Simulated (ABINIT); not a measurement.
Br:

```xyz
4
Lattice="3.3632 -2.3226 0.0000 3.3632 2.3226 0.0000 0.0000 0.0000 8.7023" Properties=species:S:1:pos:R:3 pbc="T T T"
Br    3.3632    0.6266    3.3948
Br    3.3632    1.6959    7.7459
Br    3.3632   -0.6266    5.3075
Br    3.3632   -1.6959    0.9564
```

Program: ABINIT 10.8.3 (patched build). Alike in all runs: no spin polarisation; cell as given; smearing fermi-dirac 0.05 eV. Hardware: 1 thread of Arm Neoverse V1, on a shared host.

**Question.** Order these runs on this cell by their wall time, lowest first.
A. task single point; level r2SCAN; potentials or basis JTH PAW PBE v2.0; k mesh 4 × 4 × 2; cutoff (eV) 490; fine-grid cutoff 979.61 eV
B. task band structure; level LDA-PZ; potentials or basis JTH PAW LDA v2.0; k mesh 7 × 7 × 3; cutoff (eV) 408; fine-grid cutoff 816.342 eV
C. task single point; level PBE; potentials or basis JTH PAW PBE v2.0; k mesh 4 × 4 × 2; cutoff (eV) 408; fine-grid cutoff 816.342 eV

**Answer.** C (20 s), A (76 s), B (160 s).

Caveats: the atomic spheres overlap.
